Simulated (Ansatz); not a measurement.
BaTiO3:

```
Ba Ti O
1.0
     3.99980    0.00000    0.00000
     0.00000    3.99980    0.00000
     0.00000    0.00000    8.03600
Ba Ti O
2 2 6
Direct
  0.99933 0.00149 0.00206
  0.00067 0.99851 0.49794
  0.48935 0.49786 0.23992
  0.51065 0.50214 0.74208
  0.50279 0.50210 0.01077
  0.49721 0.49790 0.50523
  0.50567 0.00168 0.25810
  0.49433 0.99832 0.75690
  0.00777 0.49971 0.26264
  0.99223 0.50029 0.75236
```

Base run:

| Item | Value |
| --- | --- |
| Program | Ansatz 0.2.0 |
| Functional | PBE |
| Potentials or basis | Ansatz PAW |
| Cutoff | 600 eV |
| Density cutoff | 2400 eV |
| k mesh | 7 × 7 × 4 |
| Occupations | fermi-dirac, width 0.05 eV |
| Spin | no spin polarisation |

Its results: band gap on the k mesh 2.05 eV; pressure 3.1 GPa; largest force 0.963 eV/Å.

Question: The run is repeated on the same cell with these changes: functional from PBE to r2SCAN; cutoff from 600 eV to 500 eV (not typed: the program's choice for these potentials); hubbard terms from none to Ti d U = 5 eV; hubbard projectors from none to ortho-atomic (the default). What comes out?

Answer: Band gap on the k mesh 3.06 eV; pressure 1.7 GPa; largest force 1.444 eV/Å.

Several settings changed at once, so the effect can't be laid on one alone.

Caveats: spin-orbit coupling is left out, which moves the levels of the heavy elements; odd divisions of the mesh miss points on the zone boundary, where band edges often lie, so the gap on the mesh can be too wide (some runs); the k mesh misses the band edges, so the gap on the mesh is wider than the one along the path (some runs); the PAW data sets come from PBE, with cores solved anew for the run's functional, which leaves a small shift of forces and pressure (some runs); forces of over 1 eV/Å show positions far from the minimum, so gaps and moduli don't describe the material at rest (some runs).
